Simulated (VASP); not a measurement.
# Zn (Cmce) in VASP: further runs

Runs on Zn. Level: r2SCAN. Tasks: single point.

All numbers are computed with VASP 6.6.1; they aren't measurements. Logs are shortened: lines on timing, memory, paths and dates and some standing lists are left out, and cuts for length are marked.

### Step 1. The structure

Symmetry: Cmce, No. 64, orthorhombic system. Conventional cell: a = 3.115 Å, b = 9.882 Å, c = 4.122 Å, α = 90.00°, β = 90.00°, γ = 90.00°. Zn (site symmetry m) has 3 Zn at 2.04 to 2.07 Å as nearest neighbours.

The cell was built by a generator and needn't be a form met in nature.

### Step 2. Single point, r2SCAN

POSCAR

```
Zn
1.0
    1.5576340731     -4.9411352773      0.0000000000
    1.5576340731      4.9411352773      0.0000000000
    0.0000000000      0.0000000000      4.1223185742
Zn
4
Direct
    0.0980000000      0.9020000000      0.9100000000
    0.5980000000      0.4020000000      0.5900000000
    0.9020000000      0.0980000000      0.0900000000
    0.4020000000      0.5980000000      0.4100000000
```

INCAR.step1

```
PREC = Accurate
ENCUT = 520
ISMEAR = 0
SIGMA = 0.1
LREAL = False
LASPH = True
NELM = 100
NBANDS = 32
GGA = PE
ALGO = Normal
EDIFF = 1E-4
LWAVE = True
LCHARG = False
```

INCAR.step2

```
PREC = Accurate
ENCUT = 520
EDIFF = 1E-7
ISMEAR = 0
SIGMA = 0.1
LREAL = False
LASPH = True
NELM = 100
ALGO = Normal
ISIF = 2
LWAVE = False
LCHARG = False
METAGGA = R2SCAN
LMIXTAU = True
NBANDS = 32
ISTART = 1
```

KPOINTS

```
Automatic mesh
0
Gamma
  6 6 4
```

Potentials or basis: VASP PAW PBE potentials, release 64 (Zn).

Started as:

```bash
$ cat potpaw_PBE.64/Zn/POTCAR > POTCAR
$ cp INCAR.step1 INCAR
$ mpirun -np 1 vasp_std > vasp.out
$ cp INCAR.step2 INCAR
$ mpirun -np 1 vasp_std > vasp.out
```

OUTCAR:

```text
PREC = Accurate
   ENCUT = 520
   EDIFF = 1E-7
   ISMEAR = 0
   LREAL = False
   LASPH = True
   NELM = 100
   ISIF = 2
   METAGGA = R2SCAN
   ISTART = 1

 ion  position               nearest neighbor table
   1  0.098  0.902  0.910-   2 2.04   2 2.04   3 2.07
   2  0.598  0.402  0.590-   1 2.04   1 2.04   4 2.07
   3  0.902  0.098  0.090-   4 2.04   4 2.04   1 2.07
   4  0.402  0.598  0.410-   3 2.04   3 2.04   2 2.07

  LATTYP: Found a base centered orthorhombic cell.
 ALAT       =     3.1152681462
 B/A-ratio  =     3.1722054381
 C/A-ratio  =     1.3232628399

  Lattice vectors:

 A1 = (   1.5576340731,  -4.9411352773,   0.0000000000)
 A2 = (   1.5576340731,   4.9411352773,   0.0000000000)
 A3 = (   0.0000000000,   0.0000000000,   4.1223185742)

Analysis of symmetry for initial positions (statically):
=====================================================================
 Subroutine PRICEL returns:
 Original cell was already a primitive cell.

 Routine SETGRP: Setting up the symmetry group for a
 base centered orthorhombic supercell.

 Subroutine GETGRP returns: Found  8 space group operations
 (whereof  4 operations were pure point group operations)
 out of a pool of  8 trial point group operations.

The static configuration has the point symmetry C_2h.
 The point group associated with its full space group is D_2h.

Analysis of symmetry for dynamics (positions and initial velocities):
=====================================================================
 Subroutine PRICEL returns:
 Original cell was already a primitive cell.

 Routine SETGRP: Setting up the symmetry group for a
 base centered orthorhombic supercell.

 Subroutine GETGRP returns: Found  8 space group operations
 (whereof  4 operations were pure point group operations)
 out of a pool of  8 trial point group operations.

The dynamic configuration has the point symmetry C_2h.
 The point group associated with its full space group is D_2h.

 Subroutine INISYM returns: Found  8 space group operations
 (whereof  4 operations are pure point group operations),
 and found     1 'primitive' translations

----------------------------------------------------------------------------------------

                                     Primitive cell

  volume of cell :      63.4547

  direct lattice vectors                    reciprocal lattice vectors
     1.557634073 -4.941135277  0.000000000     0.320999655 -0.101191320  0.000000000
     1.557634073  4.941135277  0.000000000     0.320999655  0.101191320  0.000000000
     0.000000000  0.000000000  4.122318574     0.000000000  0.000000000  0.242581931

  length of vectors
     5.180834077  5.180834077  4.122318574     0.336571629  0.336571629  0.242581931

  position of ions in fractional coordinates (direct lattice)
     0.098000000  0.902000000  0.910000000
     0.598000000  0.402000000  0.590000000
     0.902000000  0.098000000  0.090000000
     0.402000000  0.598000000  0.410000000

  ion indices of the primitive-cell ions
   primitive index   ion index
                 1           1
                 2           2
                 3           3
                 4           4

----------------------------------------------------------------------------------------

 KPOINTS: Automatic mesh

Automatic generation of k-mesh.
 Grid dimensions read from file:
 generate k-points for:    6    6    4

 Generating k-lattice:

  Cartesian coordinates                     Fractional coordinates (reciprocal lattice)
     0.053499942 -0.016865220  0.000000000     0.166666667  0.000000000  0.000000000
     0.053499942  0.016865220  0.000000000     0.000000000  0.166666667  0.000000000
     0.000000000  0.000000000  0.060645483     0.000000000  0.000000000  0.250000000

  Length of vectors
     0.056095272  0.056095272  0.060645483

  Shift w.r.t. Gamma in fractional coordinates (k-lattice)
     0.000000000  0.000000000  0.000000000

 Subroutine IBZKPT returns following result:
 ===========================================

 Found     39 irreducible k-points:

 Following reciprocal coordinates:
            Coordinates               Weight
  0.000000  0.000000  0.000000      1.000000
  0.166667  0.000000  0.000000      4.000000
  0.333333  0.000000  0.000000      4.000000
  0.500000 -0.000000  0.000000      2.000000
  0.166667  0.166667  0.000000      2.000000
  0.333333  0.166667  0.000000      4.000000
[... 16 lines left out ...]
  0.333333  0.333333  0.250000      4.000000
  0.500000  0.333333  0.250000      8.000000
 [... further k-points ...]
   k-points           NKPTS =     39   k-points in BZ     NKDIM =     39   number of bands    NBANDS=     32
   number of dos      NEDOS =    301   number of ions     NIONS =      4
   total plane-waves  NPLWV =  51200
   dimension x,y,z NGX =    40 NGY =   40 NGZ =   32
   dimension x,y,z NGXF=    80 NGYF=   80 NGZF=   64
   ions per type =               4
   NGX,Y,Z   is equivalent  to a cutoff of  12.84, 12.84, 12.91 a.u.
   NGXF,Y,Z  is equivalent  to a cutoff of  25.67, 25.67, 25.81 a.u.
 SYSTEM =  unknown system
   PREC   = accura    normal or accurate (medium, high low for compatibility)
   ISTART =      1    job   : 0-new  1-cont  2-samecut
   ICHARG =      0    charge: 1-file 2-atom 10-const
   ISPIN  =      1    spin polarized calculation?
   LNONCOLLINEAR =      F non collinear calculations
   LSORBIT =      F    spin-orbit coupling
   LASPH  =      T    aspherical Exc in radial PAW
   ENCUT  =  520.0 eV  38.22 Ry    6.18 a.u.   9.63  9.63  7.66*2*pi/ulx,y,z
   NELM   =    100;   NELMIN=  2; NELMDL=  0     # of ELM steps
   EDIFF  = 0.1E-06   stopping-criterion for ELM
   LREAL  =      F    real-space projection
   EDIFFG = 0.1E-05   stopping-criterion for IOM
   NSW    =      0    number of steps for IOM
   IBRION =     -1    ionic relax: 0-MD 1-quasi-New 2-CG
   NFREE  =      0    steps in history (QN), initial steepest desc. (CG)
   ISIF   =      2    stress and relaxation
   ISYM   =      2    0-nonsym 1-usesym 2-fastsym
   POTIM  = 0.5000    time-step for ionic-motion
   TEBEG  =    0.0;   TEEND  =   0.0 temperature during run
   PSTRESS=    0.0 pullay stress
   NELECT =      48.0000    total number of electrons
   NUPDOWN=      -1.0000    fix difference up-down
   EMIN   =  10.00;   EMAX   =-10.00  energy-range for DOS
   EFERMI =   0.00;   METHOD = LEGACY
   ISMEAR =     0;   SIGMA  =   0.10  broadening in eV -4-tet -1-fermi 0-gaus
   EFERMI_NEDOS =   21; number of points for ismear=-14 and -15
   IALGO  =     38    algorithm
   IMIX   =      4    mixing-type and parameters
     AMIX     =   0.40;   BMIX     =  1.00
     AMIX_MAG =   1.60;   BMIX_MAG =  1.00
  volume/ion in A,a.u.               =      15.86       107.05
  Fermi-wavevector in a.u.,A,eV,Ry     =   1.491651  2.818812 30.273287  2.225024
  Thomas-Fermi vector in A             =   2.604279
   LORBIT       =      0    0 simple, 1 ext, 2 COOP (PROOUT), +10 PAW based schemes
   METAGGA = R2SCAN    functional components
   LHFCALC =     F    Hartree Fock is set to
   AEXX    =    0.0000 exact exchange contribution
   IVDW    =     0    specifies the selected vdW correction
   LEPSILON=     F    determine dielectric tensor
   LRPA    =     F    only Hartree local field effects (RPA)
 non-spin polarized calculation
 Gauss-broadening in eV      SIGMA  =   0.10
  energy-cutoff  :      520.00
  volume of cell :       63.45
 maximum number of plane-waves:      1728
 NGX is ok and might be reduce to    40
   NGX = 19   NGY = 19   NGZ = 15

 number of electron      47.9999993 magnetization

 Free energy of the ion-electron system (eV)
  ---------------------------------------------------
  ext. energy  EPLUGINS =         0.00000000
  ---------------------------------------------------
  free energy    TOTEN  =       -29.49166350 eV

  energy without entropy =      -29.48538412  energy(sigma->0) =      -29.48852381

 E-fermi :   2.6839     XC(G=0): -11.9754

 val. band max:        2.6583728091   @ k =   0.0000   0.0000   0.0000
 cond. band min:       2.7123683283   @ k =  -0.1667   0.1667   0.0000
 fundamental gap:      0.0539955193
 Fermi energy:         2.6838636675

 k-point     1 :       0.0000    0.0000    0.0000
  band No.  band energies     occupation
      1      -8.4504      2.00000
      2      -7.2957      2.00000
      3      -7.2850      2.00000
      4      -7.1775      2.00000
      5      -7.1720      2.00000
      6      -7.1657      2.00000
[... 24 lines left out ...]
     31      10.8185      0.00000
     32      12.8303      0.00000

 k-point     2 :       0.1667    0.0000    0.0000
  band No.  band energies     occupation
      1      -7.9762      2.00000
      2      -7.3205      2.00000
      3      -7.2576      2.00000
      4      -7.1472      2.00000
      5      -7.0585      2.00000
      6      -6.9160      2.00000
[... 24 lines left out ...]
     31      11.5225      0.00000
     32      14.9467      0.00000

 k-point     3 :       0.3333    0.0000    0.0000
  band No.  band energies     occupation
      1      -7.2064      2.00000
      2      -7.0830      2.00000
      3      -7.0777      2.00000
      4      -6.9281      2.00000
      5      -6.8685      2.00000
      6      -6.8147      2.00000
[... 24 lines left out ...]
     31      11.2888      0.00000
     32      12.7871      0.00000

 k-point     4 :       0.5000   -0.0000    0.0000
  band No.  band energies     occupation
      1      -7.0058      2.00000
      2      -7.0058      2.00000
      3      -6.9765      2.00000
      4      -6.9765      2.00000
      5      -6.7536      2.00000
      6      -6.7536      2.00000
[... 24 lines left out ...]
     31      10.8558      0.00000
     32      10.8558      0.00000

 k-point     5 :       0.1667    0.1667    0.0000
  band No.  band energies     occupation
      1      -7.2087      2.00000
      2      -7.0951      2.00000
      3      -7.0801      2.00000
      4      -6.9162      2.00000
      5      -6.8799      2.00000
      6      -6.8522      2.00000
[... 584 lines left out ...]
     31      12.4315      0.00000
     32      14.3063      0.00000

 k-point    22 :      -0.1667    0.1667    0.2500
  band No.  band energies     occupation
      1      -7.8477      2.00000
      2      -7.2556      2.00000
      3      -7.2237      2.00000
      4      -7.1375      2.00000
      5      -7.1301      2.00000
      6      -7.0137      2.00000
[... 24 lines left out ...]
     31      12.9274      0.00000
     32      14.5714      0.00000

 k-point    23 :       0.3333    0.3333    0.2500
  band No.  band energies     occupation
      1      -7.2229      2.00000
      2      -7.1738      2.00000
      3      -7.0152      2.00000
      4      -7.0120      2.00000
      5      -6.8866      2.00000
      6      -6.6645      2.00000
[... 24 lines left out ...]
     31      12.0578      0.00000
     32      13.0621      0.00000

 k-point    24 :       0.5000    0.3333    0.2500
  band No.  band energies     occupation
      1      -7.3688      2.00000
      2      -7.2495      2.00000
      3      -7.0893      2.00000
      4      -7.0703      2.00000
      5      -7.0611      2.00000
      6      -6.8882      2.00000
[... 24 lines left out ...]
     31      11.7719      0.00000
     32      12.8112      0.00000

 [... further k-points ...]
[... 5 lines left out ...]
  --------------------------------------------------------------------------------------
  -------------------------------------------------------------------------------------
  Total       20.5757783     13.7893343     15.5129990      0.0000000      0.0000000      0.0000000
  in kB      519.5210197    348.1690423    391.6901191      0.0000000      0.0000000      0.0000000
  external PRESSURE =     419.7933937 kB  Pullay stress =       0.0000000 kB

 VOLUME and BASIS-vectors are now :
 -----------------------------------------------------------------------------
  energy-cutoff  :      520.00
  volume of cell :       63.45
      direct lattice vectors                 reciprocal lattice vectors
     1.557634073 -4.941135277  0.000000000     0.320999655 -0.101191320  0.000000000
     1.557634073  4.941135277  0.000000000     0.320999655  0.101191320  0.000000000
     0.000000000  0.000000000  4.122318574     0.000000000  0.000000000  0.242581931

 POSITION                                       TOTAL-FORCE (eV/Angst)
 -----------------------------------------------------------------------------------
      1.55763      3.97267      3.75131         0.000000     -4.149005      4.414732
      1.55763     -0.96846      2.43217         0.000000     -4.149005     -4.414732
      1.55763     -3.97267      0.37101         0.000000      4.149005     -4.414732
      1.55763      0.96846      1.69015         0.000000      4.149005      4.414732
 -----------------------------------------------------------------------------------
    total drift:                                0.000000      0.000000      0.000000

  FREE ENERGIE OF THE ION-ELECTRON SYSTEM (eV)
  ---------------------------------------------------
  free  energy   TOTEN  =       -29.4916634992 eV

  energy  without entropy=      -29.4853841242  energy(sigma->0) =      -29.48852381
```

It took 2.7 min on 1 thread of Intel Xeon 6975P-C (Granite Rapids), shared host; peak memory 0.25 GiB.

Results:

```yaml
Free_energy: -29.4917 eV
Pressure: 42.0 GPa
Largest_force: 6.058 eV/Å
Band_gap_on_the_k_mesh: none (metal or under the smearing width)
```

Forces in eV/Å, atoms in the order of the input:
```
Zn   0.000 -4.149  4.415
Zn   0.000 -4.149 -4.415
Zn   0.000  4.149 -4.415
Zn   0.000  4.149  4.415
```

Caveat: the k mesh is coarse (spacing up to 0.38 Å⁻¹), so the values aren't converged; a pressure of tens of GPa on the cell as given is suspect, and the run, the potentials or the cell itself is likely at fault; the PAW data sets were made with another functional, which shifts forces and pressure a little.

### Step 3. Single point, r2SCAN

This run uses another cell than the first one, of 15.46 Å³/atom, 0.975 times its volume.

POSCAR

```
Zn
1.0
    1.4585444242     -5.1038802446      0.0000000000
    1.4585444242      5.1038802446      0.0000000000
    0.0000000000      0.0000000000      4.1544167737
Zn
4
Direct
    0.1338847436      0.8661152564      0.9997486408
    0.6338847436      0.3661152564      0.5002513592
    0.8661152564      0.1338847436      0.0002513592
    0.3661152564      0.6338847436      0.4997486408
```

INCAR.step1

```
SYSTEM = Zn
PREC = Accurate
ENCUT = 520
ISMEAR = 0
SIGMA = 0.1
LREAL = .False.
LASPH = .True.
NELM = 100
NBANDS = 32
GGA = PE
ALGO = Normal
EDIFF = 1E-4
LWAVE = .True.
LCHARG = .False.
```

INCAR.step2

```
SYSTEM = Zn
PREC = Accurate
ENCUT = 520
EDIFF = 1E-6
ISMEAR = 0
SIGMA = 0.1
LREAL = .False.
LASPH = .True.
NELM = 100
ALGO = Normal
ISIF = 2
LWAVE = .False.
LCHARG = .False.
METAGGA = R2SCAN
LMIXTAU = .True.
NBANDS = 32
ISTART = 1
```

KPOINTS

```
regular mesh
0
Gamma
  6 6 4
  0 0 0
```

Potentials or basis: VASP PAW PBE potentials, release 64 (Zn).

Started as:

```bash
$ cat potpaw_PBE.64/Zn/POTCAR > POTCAR
$ cp INCAR.step1 INCAR
$ mpirun -np 1 vasp_std > vasp.out
$ cp INCAR.step2 INCAR
$ mpirun -np 1 vasp_std > vasp.out
```

It took 6.8 min on 1 thread of AMD EPYC 7R13 (Zen 3), shared host; peak memory 0.22 GiB.

Results (log left out):

- Free energy: -35.0067 eV
- Pressure: 0.3 GPa
- Largest force: 0.020 eV/Å
- Band gap on the k mesh: none (metal or under the smearing width)

Forces on the atoms (eV/Å):
```
Zn   0.000 -0.015  0.012
Zn   0.000 -0.015 -0.012
Zn   0.000  0.015 -0.012
Zn   0.000  0.015  0.012
```

Stress tensor (GPa, compression positive):
```
0.40 0.00 0.00
0.00 0.44 0.00
0.00 0.00 0.10
```

Levels at points of the mesh, in eV from the Fermi level:
```csv
k point,band 20,band 21,band 22,band 23,band 24,band 25,band 26,band 27,band 28,band 29
"(0.00, 0.00, 0.00)",-7.03,-7.02,-3.73,-3.53,-1.97,0.76,2.78,4.75,7.28,8.31
"(0.50, 0.00, 0.00)",-7.40,-4.87,-4.87,-1.79,-1.79,4.12,4.12,4.38,4.38,5.37
"(0.50, 0.50, 0.00)",-7.33,-7.04,-7.01,-0.62,0.40,1.52,2.17,3.53,4.79,7.04
"(0.00, 0.00, 0.50)",-7.61,-7.56,-7.56,-1.99,-1.99,-0.76,-0.76,11.10,11.10,11.20
"(0.50, 0.00, 0.50)",-7.21,-3.06,-3.06,-2.21,-2.21,-0.34,-0.34,1.75,1.75,5.94
"(0.50, 0.50, 0.50)",-7.42,-6.50,-6.50,-5.76,-5.76,5.92,5.92,6.75,6.75,9.97
```

Caveat: the k mesh is coarse (spacing up to 0.38 Å⁻¹), so the values aren't converged; the PAW data sets were made with another functional, which shifts forces and pressure a little.
